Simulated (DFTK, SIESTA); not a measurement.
Given: the input of a run of SIESTA 5.4.2 on Pb (Lead). The given cell was strained at random by a few per cent at fixed volume. 

File Pb.fdf:

```
SystemName                      Lead
SystemLabel                     Pb
NumberOfSpecies                 1
NumberOfAtoms                   1
%block ChemicalSpeciesLabel
  1  82 Pb
%endblock ChemicalSpeciesLabel

LatticeConstant                 1.0 Ang
%block LatticeVectors
    -0.0069630000     2.4696840000     2.4484290000
     2.4475870000    -0.0269830000     2.4684490000
     2.4538240000     2.4959410000    -0.0332200000
%endblock LatticeVectors
AtomicCoordinatesFormat         Fractional
%block AtomicCoordinatesAndAtomicSpecies
    -0.0123650000     0.0070870000     0.0165600000  1  Pb
%endblock AtomicCoordinatesAndAtomicSpecies

%block kgrid.MonkhorstPack
    9   0   0  0.0
    0   9   0  0.0
    0   0   9  0.0
%endblock kgrid.MonkhorstPack
XC.Functional                   GGA
XC.Authors                      PBEsol
PAO.BasisSize                   DZP
PAO.EnergyShift                 0.003 Ry
Mesh.Cutoff                     500 Ry
OccupationFunction              FD
ElectronicTemperature           0.05 eV
MaxSCFIterations                120
SCF.MustConverge                false
SCF.Mixer.Method                Pulay
SCF.Mixer.Weight                0.25
SCF.Mixer.History               8
SCF.DM.Tolerance                5.0e-05
SCF.H.Tolerance                 1.0e-03 eV
WriteForces                     true
Charge.Mulliken                 end
%block PAO.Basis
  Pb 4
  n=6 0 2
    6.155 0.000
  n=6 1 2
    8.826 0.000
  n=5 2 2
    4.164 0.000
  n=6 2 1
    8.826
%endblock PAO.Basis
```

Potentials or basis: PseudoDojo 0.4 standard (PBEsol files), converted to PSML, two zetas on semicore shells, DZP (energy shift 0.003 Ry; two zetas on semicore shells).

Run with:

```sh
$ siesta Pb.fdf > Pb.out 2>&1
```

Task: What does the same run look like in DFTK 0.8.2? Potentials or basis there: PseudoDojo SR PBEsol 0.4.1 standard (PBEsol), cutoff 925 eV.

Result: As run (cutoffs and basis follow the program's own potentials, and thresholds, step limits or extra output files can differ):

run.jl

```julia
using DFTK
using PseudoPotentialData
using Unitful, UnitfulAtomic
using LinearAlgebra, Printf
include("save.jl")
disable_threading()

# lattice vectors are the columns
lattice = austrip(1u"Å") * [     -0.006963       2.447587       2.453824;
                 2.469684      -0.026983       2.495941;
                 2.448429       2.468449       -0.03322]
symbols   = [:Pb]
positions = [[-0.012365, 0.007087, 0.01656]]
pseudopotentials = PseudoFamily("dojo.nc.sr.pbesol.v0_4_1.standard.upf")
elements = Dict(s => ElementPsp(s, pseudopotentials) for s in unique(symbols))
atoms    = [elements[s] for s in symbols]

build_model(lattice, positions; symmetries=true) =
    model_DFT(lattice, atoms, positions;
              functionals=PBEsol(),
              temperature=austrip(0.05u"eV"),
              smearing=Smearing.FermiDirac(),
              symmetries)
Ecut  = 34.0  # hartree
kgrid = [9, 9, 9]
tol   = 1e-6
to_GPa = ustrip(uconvert(u"GPa", 1u"hartree/bohr^3"))

model = build_model(lattice, positions)
basis = PlaneWaveBasis(model; Ecut, kgrid)
display(basis)
scfres = self_consistent_field(basis;
                               tol,
                               nbandsalg=AdaptiveBands(model; n_bands_converge=12))
display(scfres.energies)
@printf "Fermi level: %.6f eV\n" ustrip(auconvert(u"eV", something(scfres.εF, NaN)))
forces = compute_forces_cart(scfres)
println("Forces (eV/Å)")
for (s, f) in zip(symbols, forces)
    @printf "%-3s %12.6f %12.6f %12.6f\n" s ustrip.(auconvert.(u"eV/Å", f))...
end
stress = compute_stresses_cart(scfres)
println("Stress (GPa)")
display(round.(stress * to_GPa; digits=4))
println("Levels at the first k-point (eV): ", round.(ustrip.(auconvert.(u"eV", scfres.eigenvalues[1][1:scfres.n_bands_converge])); digits=4))
save_scf!(scfres; forces, stress)
```

Potentials or basis: dojo.nc.sr.pbesol.v0_4_1.standard.upf (PBEsol).

The run is started by

```console
$ julia --threads=1 run.jl  # save.jl only writes the numbers to a file and isn't shown; printed stress counts tension as positive; times include loading and compiling
```

Both were run:

|  | SIESTA | DFTK |
| --- | --- | --- |
| Pressure | 0.1 GPa | -0.6 GPa |
| Energy over the undisturbed cell | 1.9 meV/atom | 1.9 meV/atom |

Pressure is positive in compression.
